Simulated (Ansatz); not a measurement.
**A computed series for CoPt: pressure series**

Consider CoPt (space group P4/mmm, No. 123; ferromagnetic).

CoPt is modelled in the tetragonal space group P4/mmm (No. 123), Pearson symbol tP2. Cell: a = 2.6948 Å, b = 2.6948 Å, c = 3.7242 Å, α = 90.00°, β = 90.00°, γ = 90.00°. Co on 1d is coordinated by 8 Pt at 2.664 Å and 4 Co at 2.695 Å (cuboctahedral). Pt on 1a is surrounded by 8 Co at 2.664 Å and 4 Pt at 2.695 Å (cuboctahedral). (Neighbours: up to the widest gap in distance over summed covalent radii, below 1.35, at either atom.)

Cell and atoms are relaxed at each pressure.

All numbers come from PBE (Ansatz, an electronic-structure program), without spin-orbit coupling.

Notes on the quantities. enthalpy: H = E + PV relative to the base's energy.

| change | enthalpy | largest site moment | density |
|---|---|---|---|
| base | – | 1.94 μB | 15.60 g/cm³ |
| pressure −2 GPa | -0.17 eV/atom | 1.95 μB | 15.45 g/cm³ |
| pressure −1 GPa | -0.08 eV/atom | 1.95 μB | 15.52 g/cm³ |
| pressure 0.9 GPa | +0.08 eV/atom | 1.93 μB | 15.66 g/cm³ |
| pressure 2.1 GPa | +0.18 eV/atom | 1.93 μB | 15.74 g/cm³ |
| pressure 4.5 GPa | +0.38 eV/atom | 1.91 μB | 15.90 g/cm³ |
| pressure 9 GPa | +0.74 eV/atom | 1.89 μB | 16.19 g/cm³ |
| pressure 15 GPa | +1.23 eV/atom | 1.85 μB | 16.55 g/cm³ |
| pressure 22.5 GPa | +1.82 eV/atom | 1.82 μB | 16.95 g/cm³ |
| pressure 30 GPa | +2.39 eV/atom | 1.78 μB | 17.33 g/cm³ |

Other magnetic orders, which the real material may have, were not ruled out. Load acts through the strain it causes; cell and atoms are relaxed under it. Stability against distortions was not tested. No other phases were tried under pressure.
